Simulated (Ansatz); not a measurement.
## SiNi$_{3}$: generalised stacking fault

These are results of Ansatz, DFT PBE, scalar-relativistic, plane waves, PAW, not measurements. The runs took a 420 eV cutoff, a Γ-centred 13×13×5 mesh and Gaussian smearing (0.15 eV). No spin polarisation. A magnetic state may lie lower. Energies are free energies at this smearing, counted from the undisturbed cell; pressure is positive in compression.

The undisturbed cell (relaxed at this level; it needn't be the usual structure):

```
Si Ni
1.0
     0.00000   -3.50626    0.00000
     0.00000    0.00000   -3.50626
    10.51878    0.00000    0.00000
Si Ni
3 9
Cartesian
  0.8766 0.0000 0.0000
  4.3828 0.0000 0.0000
  7.8891 0.0000 0.0000
  7.8891 -1.7531 -1.7531
  0.8766 -1.7531 -1.7531
  4.3828 -1.7531 -1.7531
  9.6422 0.0000 -1.7531
  2.6297 0.0000 -1.7531
  6.1360 0.0000 -1.7531
  9.6422 -1.7531 0.0000
  2.6297 -1.7531 0.0000
  6.1360 -1.7531 0.0000
```

The cut lies on the cell's a–b face, a (1 0 0) plane (indices in the standard cell, whose axes needn't be the Cartesian ones shown) of area 12.29 Å², between layers 1.75 Å apart. Vector c is tilted by f times 1·a + 0·b (length 3.506 Å) with the atoms' Cartesian places fixed: one unrelaxed fault a cell. The cell is metallic on the mesh throughout.

```tsv
f	γ (mJ/m²)	shear traction, the slope of γ along the slip (GPa)
0.0000	0	0.0
0.1000	402	23.6
0.2000	?	?
0.4000	6301	56.3
```

By symmetry 0.6000 repeats 0.4000, 0.8000 repeats 0.2000 in energy, with the opposite slope along the path.

Give the withheld values.

γ (mJ/m²) at f = 0.2000: 1713; shear traction, the slope of γ along the slip (GPa) at f = 0.2000: 51.5.

Cost: 4 runs of about 8.4 core-minutes in all, on Intel Xeon 6975P-C (Granite Rapids) (shared hosts).